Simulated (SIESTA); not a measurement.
**Hg under changes of volume**

One of the cells (27.546 Å³/atom); the others are scaled copies at fixed shape and fractional positions:

```
Hg
1.0
    -1.88917    1.88917    1.92954
     1.88917   -1.88917    1.92954
     1.88917    1.88917   -1.92954
Hg
1
Direct
  0.50000 0.50000 0.00000
```

* Program: SIESTA 5.4.2
* Functional: PBE
* Potentials or basis: PseudoDojo 0.4 standard (PBE files)
* Basis: DZP (energy shift 0.002 Ry)
* Grid cutoff: 800 Ry
* Energy shift: 0.002 Ry
* k mesh: 10 × 10 × 10
* Occupations: fermi-dirac, width 0.05 eV
* Spin: no spin polarisation

```tsv
volume (Å³/atom)	energy over the lowest point (meV/atom)	pressure (GPa)
25.385	0.00	-1.8
25.925	6.13	-2.0
26.465	12.33	-1.9
27.546	26.67	-2.3
28.086	?	?
28.626	43.14	-2.5
```

**Question.** What does the run at 28.086 Å³/atom give?

**Answer.** Energy over the lowest point 34.73 meV/atom; pressure -2.4 GPa.

Worked out: A Birch-Murnaghan fit of order 3 (a polynomial in V^(-2/3)) to the other rows has no minimum within the range. It gives 34.58 meV/atom at 28.086 Å³/atom, against the run's 34.73, and -dE/dV = -2.4 GPa, against -2.4.

Energies are extrapolated to zero smearing.

Caveats: semicore shells carry a single zeta, which can move pressures by several GPa and volumes by a few percent; the basis of atomic orbitals isn't converged, which shifts pressures, moduli and gaps.
